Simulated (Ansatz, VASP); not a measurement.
# BP: VASP beside Ansatz

INCAR

```
PREC = Accurate
ENCUT = 600
EDIFF = 1E-6
ISMEAR = 0
SIGMA = 0.02
LREAL = False
LASPH = True
NELM = 60
ALGO = Normal
ISIF = 3
LWAVE = False
LCHARG = False
GGA = CA
IBRION = 2
NSW = 100
EDIFFG = -0.002
```

File KPOINTS:

```
Automatic mesh
0
Gamma
  14 14 14
```

POSCAR

```
BP
1.0
    0.0000000000      2.2660723800      2.2660723800
    2.2660723800      0.0000000000      2.2660723800
    2.2660723800      2.2660723800      0.0000000000
B P
1 1
Direct
    0.0000000000      0.0000000000      0.0000000000
    0.7500000000      0.7500000000      0.7500000000
```

Input for Ansatz:

```yaml
crystal:
  lattice:
    - [0.0, 2.26607238, 2.26607238]
    - [2.26607238, 0.0, 2.26607238]
    - [2.26607238, 2.26607238, 0.0]
  atoms:
    - { symbol: B, position: [0.0, 0.0, 0.0] }
    - { symbol: P, position: [0.75, 0.75, 0.75] }
basis:
  ecutwfc: 420
kpoints:
  mp_grid: { grid: [14, 14, 14] }
hamiltonian:
  xc: lda
  pseudopotentials: { kind: paw, azcp: { folder: soft_1 } }
scf:
  occupations: { method: gaussian, width: 0.02 }
output:
  forces: true
  stress: true
  eigenvalues: true
  write_density: true
  write_potential: true
  elf: true
  volumetric_format: npy
relax:
  adjacent_minimum: "off"
  f_tol: 0.002
  max_steps: 80
  cell: { stress_tol: 0.02 }
```

The cell is a database's computed one.

Alike in both runs: task relaxation of cell and atoms; functional LDA; k mesh 14 × 14 × 14; occupations gaussian, width 0.02 eV; no spin polarisation.

```csv
,VASP,Ansatz
version,VASP 6.6.1,Ansatz 0.2.0
potentials or method,"VASP PAW LDA potentials, release 64 (B, P)","scalar-relativistic, plane waves, PAW"
plane-wave cutoff (eV),600,420
valence electrons in the cell,8,8
```

|  | VASP | Ansatz | Ansatz less VASP |
| --- | --- | --- | --- |
| gap on the k mesh at the Fermi level, each at its own relaxed structure (eV) | 1.15 | 1.15 | 0.000 |
| relaxed volume (Å³/atom) | 11.31 | 11.32 | +0.007 |
| relaxed cell length with the largest relative difference (Å) | 3.175 | 3.175 | +0.0006 |
| energy change over the relaxation (meV/atom) | -5 | -5 | +0.2 |

Ansatz warned: «pseudo_functional_mismatch».

A k mesh can miss the band edges. A hybrid or GW would open this gap; LDA tends to underestimate it.
